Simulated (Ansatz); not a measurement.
# ¹⁷O fingerprints of the forms of HfO2

All values are calculated (Ansatz; DFT, r2SCAN, plane waves and PAW, scalar-relativistic, 500 eV cutoff), not measured. Q(¹⁷O) = -25.58 mb, I = 5/2. The cells come from the COD and the Materials Project (computed, not necessarily observed phases), with the atoms as given or relaxed (PBE, cell held). Calculated pressures reach 4 GPa in size in them. Spin–orbit coupling is left out, which moves gradients at and beside heavy atoms (Hf) by some per cent and at some sites by far more.

Question: Rank the structures by their largest ¹⁷O |C_Q|, smallest first.
A. P2_12_12, 12 atoms in the cell run; O sites: (1) 4 Hf at 2.16–2.18 Å. (2) 4 Hf at 2.13–2.15 Å. (3) 3 Hf at 1.99–2.25 Å; also 3 Hf at 3.12–3.30 Å.
B. P2_1/c, 12 atoms in the cell run; O sites: (1) 4 Hf at 2.14–2.24 Å. (2) 3 Hf at 2.04–2.15 Å.
C. Pbca, 24 atoms in the cell run; O sites: (1) 3 Hf at 2.04–2.17 Å; also 1 Hf at 3.33 Å. (2) 4 Hf at 2.14–2.22 Å.

Answer: B (0.811 MHz), C (1.82 MHz), A (3.20 MHz).
